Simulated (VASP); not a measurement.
## NaF (Villiaumite): Na into a neighbouring Na vacancy

Wanted: the minimum-energy path in NaF (Villiaumite) for this move: Na into a neighbouring Na vacancy. The start is a cell from a database of measured crystal structures.

Calculated with VASP 6.6.1; PBEsol; plane waves and PAW (Na, F).

## Step 1: The host crystal

The structure is cubic, space group Fm-3m (No. 225). Conventional cell: a = 4.640 Å, b = 4.640 Å, c = 4.640 Å, α = 90.00°, β = 90.00°, γ = 90.00°. Nearest to Na lie 6 F at 2.32 Å. Nearest to F lie 6 Na at 2.32 Å. Farther neighbours and most contacts between anions are not listed.

## Step 2: Relax the host

The later steps need the crystal at this functional's own lattice; a raised cutoff keeps the stress reliable while the cell changes.

File INCAR:

```
SYSTEM = NaF
PREC = Accurate
ENCUT = 520
EDIFF = 1E-06
NELM = 120
ISMEAR = 0
SIGMA = 0.1
LREAL = .FALSE.
ALGO = Normal
GGA = PS
NBANDS = 10
LORBIT = 11
LWAVE = .FALSE.
LCHARG = .FALSE.
KPAR = 6
IBRION = 2
NSW = 40
ISIF = 3
EDIFFG = -0.02
POTIM = 0.4
```

File POSCAR:

```
NaF
1.0
    0.0000000000      2.3200000000      2.3200000000
    2.3200000000      0.0000000000      2.3200000000
    2.3200000000      2.3200000000      0.0000000000
Na F
1 1
Direct
    0.0000000000      0.0000000000      0.0000000000
    0.5000000000      0.5000000000      0.5000000000
```

File KPOINTS:

```
Automatic mesh
0
Gamma
7 7 7
0 0 0
```

The projector-augmented-wave data sets are Na and F (PBE family, release 64).

The run is started by

```
$ mpirun -np 6 vasp_std
```

The log of the run:

```text
[banner, memory and clock lines left out]
running    6 mpi-ranks, on    1 nodes
 distrk:  each k-point on    1 cores,    6 groups
 distr:  one band on    1 cores,    1 groups

 POSCAR found type information on POSCAR NaF
 POSCAR found :  2 types and       2 ions
|                                                                             |
|           W    W    AA    RRRRR   N    N  II  N    N   GGGG   !!!           |
|           W    W   A  A   R    R  NN   N  II  NN   N  G    G  !!!           |
|           W    W  A    A  R    R  N N  N  II  N N  N  G       !!!           |
|           W WW W  AAAAAA  RRRRR   N  N N  II  N  N N  G  GGG   !            |
|           WW  WW  A    A  R   R   N   NN  II  N   NN  G    G                |
|           W    W  A    A  R    R  N    N  II  N    N   GGGG   !!!           |
|                                                                             |
|     For optimal performance we recommend to set                             |
|       NCORE = 2 up to number-of-cores-per-socket                            |
|     NCORE specifies how many cores store one orbital (NPAR=cpu/NCORE).      |
|     This setting can greatly improve the performance of VASP for DFT.       |
|     The default, NCORE=1 might be grossly inefficient on modern             |
|     multi-core architectures or massively parallel machines. Do your        |
|     Unfortunately you need to use the default for GW and RPA                |
|     calculations (for HF NCORE is supported but not extensively tested      |
|     yet).                                                                   |
|                                                                             |

|                                                                             |
|               ----> ADVICE to this user running VASP <----                  |
|                                                                             |
|     You enforced a specific xc type in the INCAR file but a different       |
|     [... a line on the potential file left out ...]
|     I HOPE YOU KNOW WHAT YOU ARE DOING!                                     |
|                                                                             |

 LDA part: xc-table for (Slater+PW92), standard interpolation
 POSCAR, INCAR and KPOINTS ok, starting setup
 FFT: planning ... GRIDC
 FFT: planning ... GRID_SOFT
 FFT: planning ... GRID
 WAVECAR not read
 entering main loop
       N       E                     dE             d eps       ncg     rms          rms(c)
DAV:   1     0.291805486362E+02    0.29181E+02   -0.41012E+03   400   0.671E+02
DAV:   2    -0.849586188496E+01   -0.37676E+02   -0.36213E+02   464   0.152E+02
DAV:   3    -0.964676880299E+01   -0.11509E+01   -0.11500E+01   494   0.274E+01
DAV:   4    -0.965285366354E+01   -0.60849E-02   -0.60845E-02   448   0.218E+00
DAV:   5    -0.965292173923E+01   -0.68076E-04   -0.68076E-04   468   0.218E-01    0.489E+00
DAV:   6    -0.890739878424E+01    0.74552E+00   -0.40986E+00   422   0.130E+01    0.182E+00
DAV:   7    -0.889025775983E+01    0.17141E-01   -0.23395E-02   418   0.162E+00    0.103E+00
DAV:   8    -0.888654481321E+01    0.37129E-02   -0.24921E-02   404   0.185E+00    0.144E-01
DAV:   9    -0.888691226159E+01   -0.36745E-03   -0.30291E-03   474   0.406E-01    0.114E-01
DAV:  10    -0.888677817659E+01    0.13408E-03   -0.12184E-03   436   0.248E-01    0.581E-03
DAV:  11    -0.888677867766E+01   -0.50107E-06   -0.14221E-05   434   0.309E-02    0.132E-03
DAV:  12    -0.888677869750E+01   -0.19838E-07   -0.25530E-07   434   0.445E-03
   1 F= -.88867787E+01 E0= -.88867787E+01  d E =-.888678E+01
 curvature:   0.00 expect dE= 0.000E+00 dE for cont linesearch  0.000E+00
 trial: gam= 0.00000 g(F)=  0.240E-61 g(S)=  0.109E-01 ort = 0.000E+00 (trialstep = 0.100E+01)
 search vector abs. value=  0.109E-01
 bond charge predicted
       N       E                     dE             d eps       ncg     rms          rms(c)
DAV:   1    -0.895806224966E+01   -0.71284E-01   -0.11408E+00   424   0.944E+00    0.205E+00
DAV:   2    -0.889699067415E+01    0.61072E-01   -0.43746E-01   418   0.446E+00    0.216E-01
DAV:   3    -0.889586792708E+01    0.11227E-02   -0.52856E-03   406   0.677E-01    0.134E-01
DAV:   4    -0.889546859743E+01    0.39933E-03   -0.47605E-04   418   0.215E-01    0.276E-02
DAV:   5    -0.889546272832E+01    0.58691E-05   -0.40926E-05   420   0.446E-02    0.500E-03
DAV:   6    -0.889546498024E+01   -0.22519E-05   -0.77891E-07   246   0.787E-03    0.726E-04
DAV:   7    -0.889546502499E+01   -0.44757E-07   -0.79741E-08   200   0.266E-03
   2 F= -.88954650E+01 E0= -.88954650E+01  d E =-.868633E-02
 trial-energy change:   -0.008686  1 .order   -0.008664   -0.010932   -0.006395
 step:   2.3188(harm=  2.4097)  dis= 0.00000  next Energy=    -8.899734 (dE=-0.130E-01)
 bond charge predicted
       N       E                     dE             d eps       ncg     rms          rms(c)
DAV:   1    -0.900981708572E+01   -0.11435E+00   -0.20143E+00   424   0.126E+01    0.272E+00
DAV:   2    -0.890239345378E+01    0.10742E+00   -0.75765E-01   420   0.590E+00    0.287E-01
DAV:   3    -0.890053380194E+01    0.18597E-02   -0.87256E-03   406   0.895E-01    0.179E-01
DAV:   4    -0.889982913340E+01    0.70467E-03   -0.85455E-04   422   0.289E-01    0.365E-02
DAV:   5    -0.889981891423E+01    0.10219E-04   -0.74776E-05   418   0.607E-02    0.660E-03
DAV:   6    -0.889982242988E+01   -0.35156E-05   -0.13963E-06   400   0.104E-02    0.809E-04
DAV:   7    -0.889982250005E+01   -0.70171E-07   -0.43734E-08   200   0.186E-03
   3 F= -.88998225E+01 E0= -.88998225E+01  d E =-.130438E-01
 curvature:  -1.20 expect dE=-0.209E-06 dE for cont linesearch -0.209E-06
 trial: gam=-0.00398 g(F)=  0.163E-59 g(S)=  0.175E-06 ort = 0.437E-04 (trialstep = 0.126E+01)
 search vector abs. value=  0.103E-09
 reached required accuracy - stopping structural energy minimisation
```

Run time: 4.8 s. Hardware: 6 MPI ranks of AMD EPYC 7R43, shared host; peak memory 0.6 GiB; 24 s of CPU time.

The logs omit lines about the potential files and the build; timing stands in the text.

From OUTCAR (step 2):

```text
ion  position               nearest neighbor table
   1  0.000  0.000  0.000-   2 2.32   2 2.32   2 2.32   2 2.32   2 2.32   2 2.32
   2  0.500  0.500  0.500-   1 2.32   1 2.32   1 2.32   1 2.32   1 2.32   1 2.32

  LATTYP: Found a face centered cubic cell.
 ALAT       =     4.6400000000

 Subroutine GETGRP returns: Found 48 space group operations
 (whereof 48 operations were pure point group operations)

The static configuration has the point symmetry O_h .

 Found     20 irreducible k-points:

   k-points           NKPTS =     20   k-points in BZ     NKDIM =     20   number of bands    NBANDS=     10

   dimension x,y,z NGX =    24 NGY =   24 NGZ =   24
   dimension x,y,z NGXF=    48 NGYF=   48 NGZF=   48

   ENCUT  =  520.0 eV  38.22 Ry    6.18 a.u.   6.10  6.10  6.10*2*pi/ulx,y,z

   NELECT =       8.0000    total number of electrons

 k-points in reciprocal lattice and weights: Automatic mesh
   0.00000000  0.00000000  0.00000000       0.003
   0.14285714  0.00000000  0.00000000       0.023
   0.28571429  0.00000000  0.00000000       0.023
   0.42857143  0.00000000  0.00000000       0.023
   0.14285714  0.14285714  0.00000000       0.017
   0.28571429  0.14285714  0.00000000       0.070
   0.42857143  0.14285714  0.00000000       0.070
  -0.42857143  0.14285714  0.00000000       0.070
  -0.28571429  0.14285714  0.00000000       0.070
[...]
-0.42857143  0.42857143  0.14285714       0.070
  -0.28571429  0.42857143  0.14285714       0.070

 average (electrostatic) potential at core
       1 -39.6897       2 -76.6991

 E-fermi :  -1.1282

 k-point     1 :       0.0000    0.0000    0.0000
  band No.  band energies     occupation
      1     -20.6828      2.00000
      2      -1.5387      2.00000
      3      -1.5387      2.00000
      4      -1.5387      2.00000
      5       4.9079      0.00000
      6      17.6456      0.00000
      7      17.6456      0.00000
      8      17.6456      0.00000
      9      20.4669      0.00000
    ...

 k-point     2 :       0.1429    0.0000    0.0000
  band No.  band energies     occupation
      1     -20.6340      2.00000
      2      -1.9482      2.00000
      3      -1.5927      2.00000
      4      -1.5927      2.00000
      5       5.6401      0.00000
      6      15.4782      0.00000
      7      17.9262      0.00000
      8      17.9262      0.00000
      9      21.4390      0.00000
    ...

 k-point     3 :       0.2857    0.0000    0.0000
  band No.  band energies     occupation
      1     -20.5213      2.00000
      2      -2.7021      2.00000
      3      -1.7117      2.00000
      4      -1.7117      2.00000
      5       7.2924      0.00000
      6      13.2091      0.00000
      7      18.3003      0.00000
      8      18.3003      0.00000
      9      21.1148      0.00000
    ...

  Total       -0.0017365     -0.0017365     -0.0017365      0.0000000      0.0000000     -0.0000000
  in kB       -0.1181633     -0.1181633     -0.1181633      0.0000000      0.0000000     -0.0000000
  external PRESSURE =      -0.1181633 kB  Pullay stress =       0.0000000 kB

  energy-cutoff  :      520.00
  volume of cell :       23.55
      direct lattice vectors                 reciprocal lattice vectors
    -0.000000000  2.274887803  2.274887803    -0.219791059  0.219791059  0.219791059
     2.274887803  0.000000000  2.274887803     0.219791059 -0.219791059  0.219791059
     2.274887803  2.274887803 -0.000000000     0.219791059  0.219791059 -0.219791059

 POSITION                                       TOTAL-FORCE (eV/Angst)
 -----------------------------------------------------------------------------------
      0.00000      0.00000      0.00000        -0.000000     -0.000000      0.000000
      2.27489      2.27489      2.27489         0.000000      0.000000     -0.000000
 -----------------------------------------------------------------------------------
    total drift:                               -0.000000     -0.000000      0.000000

  FREE ENERGIE OF THE ION-ELECTRON SYSTEM (eV)
  ---------------------------------------------------
  free  energy   TOTEN  =        -8.8998225000 eV

  energy  without entropy=       -8.8998225000  energy(sigma->0) =       -8.89982250

 reached required accuracy - stopping structural energy minimisation

 total charge
# of ion       s       p       d       tot
------------------------------------------
    1        0.055   0.051   0.000   0.106
    2        1.723   4.380   0.000   6.103
--------------------------------------------------
tot          1.778   4.431   0.000   6.210

[... 3 further parts left out ...]
```

The gap is read on the k-mesh alone, so it is an upper bound where the band edges lie off the mesh. The PAW data sets were made with PBE, which is usual practice but a small mismatch for other functionals. The data set Na keeps the semicore shell frozen, which is cheaper and a little less accurate. The run keeps the 48 symmetry operations of its start, so it cannot find a distortion of lower symmetry.

Relaxation path:

| step | energy less that of the first step (eV) | largest force (eV/Å) | pressure (GPa) | volume (Å³) |
| --- | --- | --- | --- | --- |
| 1 | 0.0000 | 0.0000 | -2.79 | 24.97 |
| 2 | -0.0087 | 0.0000 | -1.67 | 24.35 |
| 3 | -0.0130 | 0.0000 | -0.01 | 23.55 |

| conventional cell, symmetrised | before | after | change |
| --- | --- | --- | --- |
| a (Å) | 4.640 | 4.550 | -1.9 % |
| b (Å) | 4.640 | 4.550 | -1.9 % |
| c (Å) | 4.640 | 4.550 | -1.9 % |
| volume (Å³/atom) | 12.49 | 11.77 | -5.7 % |

Final coordinates:

```xyz
2
Lattice="0.0000 2.2749 2.2749 2.2749 0.0000 2.2749 2.2749 2.2749 0.0000" Properties=species:S:1:pos:R:3 pbc="T T T"
Na    0.0000    0.0000    0.0000
F     2.2749    2.2749    2.2749
```

This step gave:

```yaml
electronic_cycles: 26
electrons: 8
free_energy_toten: -8.900 eV
fermi_energy: -1.128 eV
metallic: no
gap_on_the_k_mesh: 6.447 eV
least_direct_gap_on_the_k_mesh: 6.447 eV
```

The run ended after 3 ionic steps, 0.013 eV below its first step, once forces and stress met EDIFFG = -0.02.

## Step 3: Relax the host again, on a new basis

The volume changed by more than 5 %, so the plane waves of the start no longer fit; a second relaxation removes that error.

Changes to INCAR since step 2:

```diff
@@ -16,3 +16,3 @@
 IBRION = 2
-NSW = 40
+NSW = 30
 ISIF = 3
```

File POSCAR:

```
NaF
1.0
    0.0000000000      2.2748878026      2.2748878026
    2.2748878026      0.0000000000      2.2748878026
    2.2748878026      2.2748878026      0.0000000000
Na F
1 1
Direct
    0.0000000000      0.0000000000      0.0000000000
    0.5000000000      0.5000000000      0.5000000000
```

KPOINTS is that of step 2.

The run is started by

```
$ mpirun -np 6 vasp_std
```

The log of the run:

```text
[banner, memory and clock lines left out]
running    6 mpi-ranks, on    1 nodes
 distrk:  each k-point on    1 cores,    6 groups
 distr:  one band on    1 cores,    1 groups

 POSCAR found type information on POSCAR NaF
 POSCAR found :  2 types and       2 ions
 [... a notice as in an earlier step ...]

 [... a notice as in an earlier step ...]

 LDA part: xc-table for (Slater+PW92), standard interpolation
 POSCAR, INCAR and KPOINTS ok, starting setup
 FFT: planning ... GRIDC
 FFT: planning ... GRID_SOFT
 FFT: planning ... GRID
 WAVECAR not read
 entering main loop
       N       E                     dE             d eps       ncg     rms          rms(c)
DAV:   1     0.339242218600E+02    0.33924E+02   -0.39590E+03   400   0.666E+02
DAV:   2    -0.847125037648E+01   -0.42395E+02   -0.39841E+02   454   0.158E+02
DAV:   3    -0.965087420624E+01   -0.11796E+01   -0.11790E+01   478   0.289E+01
DAV:   4    -0.965786760187E+01   -0.69934E-02   -0.69930E-02   456   0.233E+00
DAV:   5    -0.965794672230E+01   -0.79120E-04   -0.79120E-04   478   0.229E-01    0.489E+00
DAV:   6    -0.891756124382E+01    0.74039E+00   -0.39704E+00   420   0.129E+01    0.177E+00
DAV:   7    -0.890175450898E+01    0.15807E-01   -0.21059E-02   418   0.155E+00    0.102E+00
DAV:   8    -0.889746900540E+01    0.42855E-02   -0.22422E-02   408   0.179E+00    0.137E-01
DAV:   9    -0.889775864144E+01   -0.28964E-03   -0.25779E-03   486   0.377E-01    0.101E-01
DAV:  10    -0.889765515299E+01    0.10349E-03   -0.97544E-04   436   0.223E-01    0.493E-03
DAV:  11    -0.889765590720E+01   -0.75421E-06   -0.12032E-05   440   0.294E-02    0.120E-03
DAV:  12    -0.889765598157E+01   -0.74367E-07   -0.18139E-07   392   0.413E-03
   1 F= -.88976560E+01 E0= -.88976560E+01  d E =-.889766E+01
 curvature:   0.00 expect dE= 0.000E+00 dE for cont linesearch  0.000E+00
 trial: gam= 0.00000 g(F)=  0.204E-59 g(S)=  0.851E-05 ort = 0.000E+00 (trialstep = 0.100E+01)
 search vector abs. value=  0.851E-05
 reached required accuracy - stopping structural energy minimisation
```

Run time: 2.6 s. Hardware: 6 MPI ranks; peak memory 0.6 GiB; 11 s of CPU time.

From OUTCAR (step 3):

```text
  LATTYP: Found a face centered cubic cell.
 ALAT       =     4.5497756052

The static configuration has the point symmetry O_h .

 Found     20 irreducible k-points:

   ENCUT  =  520.0 eV  38.22 Ry    6.18 a.u.   5.98  5.98  5.98*2*pi/ulx,y,z

   NELECT =       8.0000    total number of electrons

 E-fermi :  -1.1270

 k-point     1 :       0.0000    0.0000    0.0000
  band No.  band energies     occupation
      1     -20.6817      2.00000
      2      -1.5383      2.00000
      3      -1.5383      2.00000
      4      -1.5383      2.00000
      5       4.9080      0.00000
      6      17.6455      0.00000
      7      17.6455      0.00000
      8      17.6455      0.00000
      9      20.4669      0.00000
    ...

 k-point     2 :       0.1429    0.0000    0.0000
  band No.  band energies     occupation
      1     -20.6330      2.00000
      2      -1.9478      2.00000
      3      -1.5923      2.00000
      4      -1.5923      2.00000
      5       5.6402      0.00000
      6      15.4782      0.00000
      7      17.9261      0.00000
      8      17.9261      0.00000
      9      21.4390      0.00000
    ...

  Total       -0.0121249     -0.0121249     -0.0121249      0.0000000      0.0000000      0.0000000
  in kB       -0.8250478     -0.8250478     -0.8250478      0.0000000      0.0000000      0.0000000
  external PRESSURE =      -0.8250478 kB  Pullay stress =       0.0000000 kB

  energy-cutoff  :      520.00
  volume of cell :       23.55
      direct lattice vectors                 reciprocal lattice vectors
     0.000000000  2.274887803  2.274887803    -0.219791059  0.219791059  0.219791059
     2.274887803  0.000000000  2.274887803     0.219791059 -0.219791059  0.219791059
     2.274887803  2.274887803  0.000000000     0.219791059  0.219791059 -0.219791059

  FREE ENERGIE OF THE ION-ELECTRON SYSTEM (eV)
  ---------------------------------------------------
  free  energy   TOTEN  =        -8.8976559816 eV

  energy  without entropy=       -8.8976559815  energy(sigma->0) =       -8.89765598

 total charge
# of ion       s       p       d       tot
------------------------------------------
    1        0.055   0.051   0.000   0.106
    2        1.725   4.379   0.000   6.105
--------------------------------------------------
tot          1.780   4.431   0.000   6.211

[... 6 parts as in an earlier step ...]

[... 6 further parts left out ...]
```

CONTCAR:

```
NaF
   1.00000000000000
     0.0000000000000000    2.2748878025999999    2.2748878025999999
     2.2748878025999999    0.0000000000000000    2.2748878025999999
     2.2748878025999999    2.2748878025999999    0.0000000000000000
  Na              F
     1     1
Direct
     0.0000000000000000    0.0000000000000000    0.0000000000000000
     0.5000000000000000    0.5000000000000000    0.5000000000000000
```

Little changed from the start: no atom moved by 0.005 Å and no cell edge by 0.1 %.

This step gave:

```yaml
electronic_cycles: 12
free_energy_toten: -8.898 eV
fermi_energy: -1.127 eV
gap_on_the_k_mesh: 6.446 eV
least_direct_gap_on_the_k_mesh: 6.446 eV
```

The start already met the threshold, so nothing moved.

(Continued in part 2 of 5.)

[Lines on the potential files, build, host, timing and source positions are cut from VASP's logs without a mark.]

[Logs are printed without paths, hosts, clocks, repeated set-up lines and the standing remarks that a program may print on its own settings, such as how far it seeks lower states.]

[Hosts, paths, dates, database ids (printed as entryN), source tags and the programs' standing remarks are cut or masked in the printed files.]

[Runs that stopped without an error message from VASP are left out.]
